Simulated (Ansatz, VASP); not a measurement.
Al: VASP beside Ansatz

```
Al
1.0
     0.00000    2.02067    2.02067
     2.02067    0.00000    2.02067
     2.02067    2.02067    0.00000
Al
1
Direct
  0.00000 0.00000 0.00000
```

Alike in both runs: functional PBE; k mesh 18 × 18 × 18; occupations fermi-dirac, width 0.05 eV; no spin polarisation.

Ansatz relaxed the structure, and its values are those at the end. VASP's run is a single point on that final structure, the one shown.

|  | VASP | Ansatz |
| --- | --- | --- |
| version | VASP 6.6.1 | Ansatz 0.2.0 |
| potentials or method | VASP PAW PBE potentials, release 64 (Al) | PAW with Ansatz's default frozen-core files, scalar-relativistic |
| plane-wave cutoff (eV) | 520 | 420 |
| valence electrons in the cell | 3 | 3 |

```tsv
	VASP	Ansatz	Ansatz less VASP
pressure (GPa)	0.0	0.0	+0.04
```
